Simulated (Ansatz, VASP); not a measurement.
One calculation of W, two programs

The input INCAR:

```
SYSTEM = W
PREC = Accurate
ENCUT = 600
EDIFF = 1E-6
ISMEAR = -1
SIGMA = 0.05
LREAL = .FALSE.
LASPH = .TRUE.
NELM = 80
ALGO = Normal
ISIF = 3
LWAVE = .FALSE.
LCHARG = .FALSE.
METAGGA = R2SCAN
LMIXTAU = .TRUE.
IVDW = 13
VDW_S6 = 1.0
VDW_S8 = 0.6018749
VDW_A1 = 0.51559235
VDW_A2 = 5.77342911
IBRION = 2
NSW = 40
EDIFFG = -0.005
```

Contents of KPOINTS:

```
Automatic mesh
0
G
  11 11 11
  0 0 0
```

The input POSCAR:

```
W
1.0
    0.0000000000      2.0300000000      2.0300000000
    2.0300000000      0.0000000000      2.0300000000
    2.0300000000      2.0300000000      0.0000000000
W
1
Direct
    0.0000000000      0.0000000000      0.0000000000
```

The input input.yaml:

```yaml
crystal:
  lattice:
    - [0.0, 2.03, 2.03]
    - [2.03, 0.0, 2.03]
    - [2.03, 2.03, 0.0]
  atoms:
    - { symbol: W, position: [0.0, 0.0, 0.0] }
hamiltonian:
  xc: r2scan
  pseudopotentials: { kind: paw }
  dispersion: d4
kpoints:
  mp_grid: { grid: [11, 11, 11] }
scf:
  occupations: { method: fermi_dirac, width: 0.05 }
output:
  forces: true
  stress: true
  eigenvalues: true
relax:
  f_tol: 0.01
  max_steps: 40
  cell: { stress_tol: 0.05 }
```

This isn't the form of W at room conditions, which is bcc.

Alike in both runs: task relaxation of cell and atoms; functional r2SCAN; dispersion D4; k mesh 11 × 11 × 11; occupations fermi-dirac, width 0.05 eV; no spin polarisation.

|  | VASP | Ansatz |
| --- | --- | --- |
| version | VASP 6.6.1 | Ansatz 0.2.0 |
| potentials or method | VASP PAW PBE potentials, release 64 (W_sv) | Ansatz PAW |
| plane-wave cutoff (eV) | 600 | 500 |
| valence electrons in the cell | 14 | 14 |

Ansatz gave:

* gap on the k mesh at the Fermi level, each at its own relaxed structure (eV): none
* relaxed volume (Å³/atom): 16.09
* relaxed cell length with the largest relative difference (Å): 2.834
* energy change over the relaxation (meV/atom): -23

Q: Which values does VASP return?

A: gap on the k mesh at the Fermi level, each at its own relaxed structure (eV): none; relaxed volume (Å³/atom): 16.15; relaxed cell length with the largest relative difference (Å): 2.837; energy change over the relaxation (meV/atom): -19.

A gap of «none» marks a metal or a gap that the smearing closes.

Caveats: pairwise dispersion overbinds metals, which lowers pressure and volume; the PAW data sets were made with another functional, which shifts forces and pressure a little (VASP); the plane-wave basis is chosen anew once the cell has moved, so the energies of steps on either side of that aren't comparable (Ansatz); the PAW data sets come from PBE, with cores solved anew for the run's functional, which leaves a small shift of forces and pressure (Ansatz). Spin-orbit coupling is left out, which matters for the levels of W.
